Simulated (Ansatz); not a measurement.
## Hf in Ansatz: the effect of functional

Hf:

```
Hf
1.0
     3.17524    0.00000    0.00000
    -1.58762    2.74984    0.00000
     0.00000    0.00000    5.02385
Hf
2
Direct
  0.66667 0.33333 0.75000
  0.33333 0.66667 0.25000
```

The cell isn't the ideal one: volume scaled by 0.98.

Alike in all runs:

```yaml
Program: Ansatz 0.2.0
Task: single point
Potentials_or_basis: Ansatz PAW
k_mesh: 10 × 10 × 5
Occupations: fermi-dirac, width 0.05 eV
Spin: no spin polarisation
```

```tsv
functional	cutoff	pressure (GPa)
LDA	420 eV (not typed: the program's choice for these potentials)	?
r2SCAN	500 eV (not typed: the program's choice for these potentials)	2.0
PBE	420 eV (not typed: the program's choice for these potentials)	2.9
```

Q: What does the run with functional LDA give?

A: Pressure -5.9 GPa.

Caveats: the PAW data sets come from PBE, with cores solved anew for the run's functional, which leaves a small shift of forces and pressure (some runs).
